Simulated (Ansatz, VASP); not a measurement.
## ZrS: VASP beside Ansatz

File INCAR:

```
PREC     = Accurate       # precision mode
ENCUT    = 520            # plane-wave cutoff, eV
EDIFF    = 1E-7           # SCF threshold, eV
ISMEAR   = -1             # smearing method
SIGMA    = 0.05           # smearing width, eV
LREAL    = False          # projectors in reciprocal space
LASPH    = True           # aspherical terms in the spheres
NELM     = 80             # most SCF steps
ALGO     = Normal         # electronic algorithm
ISIF     = 2              # what is computed and relaxed
LWAVE    = False          # write WAVECAR
LCHARG   = False          # write CHGCAR
GGA      = PS             # functional
NBANDS   = 16             # bands
```

The input KPOINTS:

```
Automatic mesh
0
Gamma
  9 9 9
```

File POSCAR:

```
ZrS
1.0
    0.0000000000      2.5895226780      2.5895226780
    2.5895226780      0.0000000000      2.5895226780
    2.5895226780      2.5895226780      0.0000000000
Zr S
1 1
Direct
    0.0000000000      0.0000000000      0.0000000000
    0.5000000000      0.5000000000      0.5000000000
```

input.yaml

```yaml
crystal:
  lattice:
    - [0.0, 2.589522678, 2.589522678]
    - [2.589522678, 0.0, 2.589522678]
    - [2.589522678, 2.589522678, 0.0]
  atoms:
    - { symbol: Zr, position: [0.0, 0.0, 0.0] }
    - { symbol: S, position: [0.5, 0.5, 0.5] }
hamiltonian:
  xc: pbesol
  pseudopotentials: { kind: paw }
kpoints:
  mp_grid: { grid: [9, 9, 9] }
scf:
  occupations: { method: fermi_dirac, width: 0.05 }
output:
  forces: true
  stress: true
  eigenvalues: true
```

Change from the starting cell: volume scaled by 0.96.

Alike in both runs: task single point; functional PBEsol; k mesh 9 × 9 × 9; occupations fermi-dirac, width 0.05 eV; no spin polarisation.

|  | VASP | Ansatz |
| --- | --- | --- |
| version | VASP 6.6.1 | Ansatz 0.2.0 |
| potentials or method | VASP PAW PBE potentials, release 64 (Zr_sv, S) | Ansatz PAW |
| plane-wave cutoff (eV) | 520 | 420 |
| valence electrons in the cell | 18 | 18 |

Ansatz gave:

| Quantity | Value |
| --- | --- |
| gap on the k mesh at the Fermi level (eV) | none |
| pressure (GPa) | -1.2 |

Task: Estimate VASP's values.

Result: gap on the k mesh at the Fermi level (eV): none; pressure (GPa): -0.9.

A gap of «none» marks a metal or a gap that the smearing closes.

Caveats: the PAW data sets were made with another functional, which shifts forces and pressure a little (VASP); the PAW data sets come from PBE, with cores solved anew for the run's functional, which leaves a small shift of forces and pressure (Ansatz).
